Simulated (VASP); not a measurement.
# A VASP 6.6.1 single-point calculation on MgO

INCAR

```
ISIF = 2
SIGMA = 0.02
ISMEAR = -1
LWAVE = .FALSE.
IBRION = -1
LASPH = .TRUE.
PREC = Accurate
ENCUT = 520
NSW = 0
GGA = PE
EDIFF = 1E-7
NBANDS = 16
NELM = 83
LREAL = .FALSE.
LCHARG = .FALSE.
```

KPOINTS

```
KPOINTS created by Atomic Simulation Environment
0
Gamma
1 1 1
0 0 0
```

POSCAR

```
Mg O
 1.0000000000000000
     3.2882172281021651   -0.0000000000288675    0.0000000000000000
    -1.6441086140260825    2.8476796527125590    0.0000000000000000
     0.0000000000000000    0.0000000000000000    5.0847099375000004
 Mg  O
   2   2
Cartesian
  0.0000000000166667  1.8984531017987500 -0.0423310963688783
  1.6441086140594163  0.9492265508849415  2.5000238723811226
  0.0000000000166667  1.8984531017987500  1.9490973229313788
  1.6441086140594163  0.9492265508849415  4.4914522916813793
```

The recommended PBE PAW datasets give the neutral cell 16 valence electrons.

Command

```
mpirun -np 1 vasp_std
```

OSZICAR

```
N       E                     dE             d eps       ncg     rms          rms(c)
DAV:   1     0.722359867127E+02    0.72236E+02   -0.80757E+03    32   0.858E+02
DAV:   2    -0.208026075316E+02   -0.93039E+02   -0.79707E+02    32   0.212E+02
DAV:   3    -0.245333876421E+02   -0.37308E+01   -0.37052E+01    48   0.434E+01
DAV:   4    -0.245507334613E+02   -0.17346E-01   -0.17344E-01    48   0.332E+00
DAV:   5    -0.245508194938E+02   -0.86032E-04   -0.86032E-04    40   0.230E-01    0.143E+01
DAV:   6    -0.176053431291E+02    0.69455E+01   -0.21698E+01    32   0.312E+01    0.458E+00
DAV:   7    -0.175644980708E+02    0.40845E-01   -0.25744E-01    32   0.351E+00    0.301E+00
DAV:   8    -0.176233485906E+02   -0.58851E-01   -0.13279E-01    40   0.379E+00    0.308E-01
DAV:   9    -0.176257557938E+02   -0.24072E-02   -0.78212E-03    40   0.552E-01    0.146E-01
DAV:  10    -0.176264608798E+02   -0.70509E-03   -0.94658E-04    40   0.248E-01    0.237E-02
DAV:  11    -0.176264667134E+02   -0.58336E-05   -0.35519E-05    48   0.466E-02    0.746E-03
DAV:  12    -0.176264736028E+02   -0.68894E-05   -0.76302E-06    40   0.185E-02    0.344E-03
DAV:  13    -0.176264736471E+02   -0.44234E-07   -0.11094E-06    48   0.800E-03    0.886E-04
DAV:  14    -0.176264736900E+02   -0.42938E-07   -0.14429E-07    40   0.264E-03
   1 F= -.17626474E+02 E0= -.17626474E+02  d E =-.301039E-10
```

It converged. Results: gap between bands v and c on the k mesh 2.91 eV; least direct gap on the k mesh 2.91 eV; pressure 9.9 GPa; largest force 1.03 eV/Å. Band v is the last that the valence electrons fill when counted band by band, and c is the next.

Task: What is wrong with this input?

Result: One k point for a small cell. On sound settings PBE gives a gap of 3.52 eV on its mesh and a pressure of 2.4 GPa for the intended cell. This run's energy (σ→0) differs from it by 1475 meV an atom.
